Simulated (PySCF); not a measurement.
Runs of PySCF 2.14.0 on BeS. It takes space group F-43m (No. 216, cubic). The conventional cell has a = 4.850 Å, b = 4.850 Å, c = 4.850 Å, α = 90.00°, β = 90.00°, γ = 90.00°. S (site symmetry -43m) is surrounded by 4 Be at 2.10 Å. Be (site symmetry -43m) has 4 S at 2.10 Å as nearest neighbours. 

```csv
task,level,potentials or basis,k mesh,exponents discarded below (exp_to_discard),conv_tol,relativity,density cutoff,potentials,gap on the mesh (eV)
atomic charges,LDA,pob-tzvp-rev2 (all-electron),3 × 3 × 3,0.1 1/bohr^2,1e-07 Ha,none,-,-,(b)
atomic charges,HF,DZVP-MOLOPT-SR/GTH-PADE (potentials made for LDA),2 × 2 × 2,0.02 1/bohr^2,1e-07 Ha,-,400 Ha,"Be GTH-PADE-q4, S GTH-PADE-q6",13.98
atomic charges,r2SCAN0,pob-tzvp-rev2 (all-electron),3 × 3 × 3,0.1 1/bohr^2,1e-07 Ha,none,-,-,8.32
atomic charges,HF,pob-tzvp-rev2 (all-electron),3 × 3 × 3,0.1 1/bohr^2,1e-07 Ha,none,-,-,14.58
MP2 correlation energy,HF,pob-tzvp-rev2 (all-electron),2 × 2 × 2,0.1 1/bohr^2,1e-08 Ha,none,-,-,14.76
atomic charges,B3LYP,pob-tzvp-rev2 (all-electron),3 × 3 × 3,0.1 1/bohr^2,1e-07 Ha,none,-,-,(a)
EOM-CCSD ionisation and attachment energies,HF,pob-tzvp-rev2 (all-electron),2 × 2 × 2,0.1 1/bohr^2,1e-08 Ha,none,-,-,14.76
atomic charges,r2SCAN,pob-tzvp-rev2 (all-electron),3 × 3 × 3,0.1 1/bohr^2,1e-07 Ha,none,-,-,6.58
```

Alike in all rows: no spin polarisation; cell as given; smearing fixed; the mesh is coarse, so values aren't converged.

Task: Fill in the values left out.

Result: (a) 7.57; (b) 5.45.

Caveats: all runs use coarse meshes; the basis of atomic orbitals isn't converged, which shifts pressures, moduli and gaps; on so small a mesh gaps with full-range exact exchange can be off by tenths of an eV to over 1 eV (some runs); the default atom-centred grid shifts energies of crystals by up to some 10 meV an atom and pressures by some 0.5 GPa (some runs); an odd mesh through Γ misses points on the zone boundary, where band edges often lie (some runs); mesh and basis are far too small for converged many-body values: gaps can be off by tenths of an eV to over 1 eV, and much correlation energy is missing (some runs); the iterative solver can pass over a root and still report convergence (some runs).

A gap of «none» marks a metal or a gap under the smearing width.

The runs don't all hold the same shells in valence.
